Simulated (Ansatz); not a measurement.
## Ti: equation of state with B88-PBE

Ti:

```
Ti
1.0
     2.95000    0.00000    0.00000
    -1.47500    2.55477    0.00000
     0.00000    0.00000    4.68000
Ti
2
Direct
  0.66667 0.33333 0.75000
  0.33333 0.66667 0.25000
```

* Program: Ansatz 0.2.0
* Task: equation of state
* Functional: B88-PBE
* Potentials or basis: all-electron LAPW, scalar-relativistic
* Basis error allowed: 0.001 eV/atom
* k mesh: 8 × 8 × 4
* Occupations: cold, width 0.05 eV
* Spin: non-collinear spin, ferromagnetic start
* Starting moments: [[1.0, 0.0, 0.0], [1.0, 0.0, 0.0]] μB

```yaml
Equilibrium_volume: 17.30 Å³/atom
Bulk_modulus_at_fixed_shape_and_positions: 113 GPa
Pressure_derivative_of_the_bulk_modulus: 4.0
```

Energy against volume, from the lowest point:
```tsv
volume (Å³/atom)	energy (meV/atom)
16.577	11.50
16.930	2.92
17.283	0.00
17.636	2.16
17.988	8.90
18.341	19.78
18.694	34.44
```

All runs of the series together: 3 min on 1 thread of Intel(R) Xeon(R) Platinum 8488C (Sapphire Rapids), on a shared host.

Caveat: the program listed the state as in doubt; the cell was scaled at fixed shape and fractional positions, which overstates the stiffness of a crystal with free parameters, most of all of layers and chains; the starting moments weren't kept.
